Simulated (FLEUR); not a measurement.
Runs of FLEUR MaX-R8.1 (patched build s14) on Ta. It takes space group Im-3m (No. 229, cubic). The conventional cell has a = 3.303 Å, b = 3.303 Å, c = 3.303 Å, α = 90.00°, β = 90.00°, γ = 90.00°. Ta (site symmetry m-3m) is surrounded by 8 Ta at 2.86 Å. 

```csv
task,level,spin,U,cell,k mesh,smearing,inpgen profile,spin axis,gmax,muffin-tin radii,local orbitals a species,kmax,other keys,mesh quality,gap on the mesh (eV),V0 of scaled cells (Å³/atom),B0 (GPa)
equation of state,RPBE,"collinear, program default start, SOC",-,as given,7 × 7 × 7,gaussian 0.1 eV,moderate,111,22.5 1/bohr,Ta 2.45 bohr,Ta 4,4.5 1/bohr,-,coarse,-,18.66,(a)
single point,PBEsol+U,"SOC, no magnetisation",Ta d U = 4.5 eV,as given,7 × 7 × 7,fermi-dirac 0.05 eV,fastHighL,-,11.8 1/bohr,Ta 2.5 bohr,Ta 3,3.8 1/bohr,alpha = 0.3,coarse,none,-,-
equation of state,PBE,off,-,as given,11 × 11 × 11,fermi-dirac 0.05 eV,-,-,12.7 1/bohr,Ta 2.45 bohr,Ta 4,4.1 1/bohr,-,not flagged,-,18.24,193
single point,PBE,off,-,as given,11 × 11 × 11,fermi-dirac 0.05 eV,-,-,12.7 1/bohr,Ta 2.45 bohr,Ta 4,4.1 1/bohr,-,not flagged,none,-,-
```

Alike in all rows: potentials or basis all-electron, FLAPW.

Q: Fill in the values left out.

A: (a) 198.

Caveats: some runs use coarse meshes; U without spin polarisation on a metal has little footing (some runs); the U is typed as a test and isn't derived for this compound (some runs).

A k mesh can miss the band edges, and rows without SOC leave out spin-orbit coupling on Ta.

A gap of «none» marks a metal or a gap under the smearing width.

The runs were made with more than one version of the program.
